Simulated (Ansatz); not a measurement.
Ansatz input

```yaml
crystal:
  lattice:
    - [-2.0718862488, 2.5201450754, 1.8471116206]
    - [2.5201450754, -2.0718862488, 1.8471116206]
    - [4.1866803128, 4.1866803128, -1.0261247587]
  atoms:
    - { symbol: La, position: [0.0415150446, 0.9584849554, 0.0] }
    - { symbol: La, position: [0.7084849554, 0.2915150446, 0.5] }
hamiltonian:
  xc: rpbe
  pseudopotentials:
    kind: paw
    azcp:
      La: "pseudopotentials/La.paw.azcp"
basis:
  ecutwfc: 420
  fft_grid_basis: typed
kpoints:
  mp_grid: { grid: [11, 11, 6], shift: [0, 0, 0] }
magnetization:
  spin_polarized: false
scf:
  occupations: { method: fermi_dirac, width: 0.1 }
  lower_state_search: "off"
output:
  stress: true
```

Output

```
Engine: ansatz 0.2.0, x86_64-unknown-linux-gnu
Pseudopotentials: kind: paw
Pseudopotential: La, paw, valence charge 11, recommended cutoff 420 eV (normal) 
Functional definition: RPBE
  parameter kappa = 0.804
  parameter beta = 0.06672455060314922
  exchange = rpbe_x(kappa = kappa, mu = beta*pi^2/3)
  correlation = pbe_c(beta = beta)
Crystal: 2 atoms, lattice volume = 73.135 Å³
Basis set: ecut = 420 eV, 1413 PW (Γ)
Bands: 15, of which v1, the nominal top of the filled ones, is band 11 counted from 1 (10 counted from 0)
Symmetry: 4 space group operations
Space group: C2/c (ITA 15), of the structure as read, at distance tolerance 4.2e-5 Å
k-points: 204 of 726
Non-local potential: La, projectors of the file, l = 0: 3, l = 1: 2, l = 2: 2, l = 3: 3
PAW form: soft (Blöchl's): semilocal exchange-correlation on the pseudo side does not see the compensation charge
PAW frozen core: La, regenerated for the run's functional, and the local potential with it (the file was generated under x = pbe(κ = 0.804, μ = 0.2195149727645171), c = pbe(β = 0.06672455060314922))
PAW one-centre angular grid: La, 590 points (default); XC on 64 Gauss nodes
Initial density: superposition of atomic densities (neutral atoms: chi_scale 0, normalization atom), corrected by the library's trained network
Initial wavefunctions: pseudopotential atomic-orbital guess
Functional: x = rpbe, c = pbe(β = 0.06672455060314922)
SCF iter   1: F=—  HF=-12519.485298 eV  |F-HF|=—  |Δ(HF+E_count)|=         —  Δρ=2.66e-3  dr2=2.09e-3  ethr=1.77e-3  ⟨swp⟩=5.7  Hψ=16005  notcnv=0
SCF iter   2: F=—  HF=-12519.486603 eV  |F-HF|=—  |Δ(HF+E_count)|=   1.31e-3  Δρ=1.58e-3  dr2=7.97e-4  ethr=9.49e-6  ⟨swp⟩=2.1  Hψ=6934  notcnv=0
SCF iter   3: F=—  HF=-12519.488031 eV  |F-HF|=—  |Δ(HF+E_count)|=   1.43e-3  Δρ=2.30e-4  dr2=3.47e-5  ethr=3.62e-6  ⟨swp⟩=2.1  Hψ=5611  notcnv=0
SCF iter   4: F=—  HF=-12519.488033 eV  |F-HF|=—  |Δ(HF+E_count)|=   1.28e-6  Δρ=6.53e-5  dr2=3.42e-6  ethr=1.58e-7  ⟨swp⟩=2.8  Hψ=5758  notcnv=0
SCF iter   5: F=—  HF=-12519.488034 eV  |F-HF|=—  |Δ(HF+E_count)|=   1.18e-6  Δρ=2.13e-5  dr2=4.01e-7  ethr=1.56e-8  ⟨swp⟩=2.2  Hψ=3840  notcnv=0
SCF iter   6: F=-12519.488034 eV  HF=-12519.488034 eV  |F-HF|=1.90e-9  |Δ(HF+E_count)|=   6.57e-8  Δρ=4.62e-6  dr2=1.66e-8  ethr=4.55e-10  ⟨swp⟩=4.1  Hψ=11021  notcnv=0
SCF 1 converged in 6 iterations: F = -12519.488034 eV  dr2 = 1.66e-8
SCF converged after 6 iterations
Free energy (F): -12519.488034 eV
Harris-Foulkes:  -12519.488034 eV  (|F-HF|=1.90e-9)
Internal energy: -12519.363046 eV  (E = F + TS)
E sigma→0 (E₀):  -12519.425540 eV
Entropy (-TS):   -0.124988 eV (-62.494 meV/atom)
Fermi energy:    11.309492 eV
--- Per-component energies (eV) ---
  E_band       = -84.029797
  E_kinetic    = 386.841632
  E_local      = -657.388716  (includes V_loc(G=0)·N_el)
  E_nonlocal   = 188.095138
  E_hartree    = 208.912622
  E_xc         = -279.322981
  E_vxc        = -295.262524  (∫ρ·V_xc dr)
  E_paw        = -10850.373225  (= ΣΔE_a)
  E_vpaw       = -124.142485  (= ΣTr[D̂ρ^β])
  E_aug_tail   = -0.000000  (compensation charges beyond the density's cutoff)
  E_ewald      = -1516.015178
  E_core_change = -0.112337  (= ΣΔE_core)
  E_smearing   = -0.124988  (= −TS)
  E_closure    = 0.000000  (closes the sum)
  Σ components = -12519.488034   (vs F -12519.488034, Δ=0.00e0)
--- Stress (GPa, compression-positive) ---
        2.220136       0.083722      -0.007434
        0.083722       2.220136      -0.007434
       -0.007434      -0.007434       2.141661
  P = ⅓ Tr σ = 2.1940 GPa (21.940 kbar)
```

Launched by

```sh
ansatz run input.yaml --threads 2 --pin off --max-ram 5120MiB --backend cpu --events-out ev --progress --plain --runs-dir out
```

On 2 threads of Intel(R) Xeon(R) Platinum 8375C CPU @ 2.90GHz (Ice Lake) (shared host) this took about 7.8 s of wall time and 15 s of CPU time.
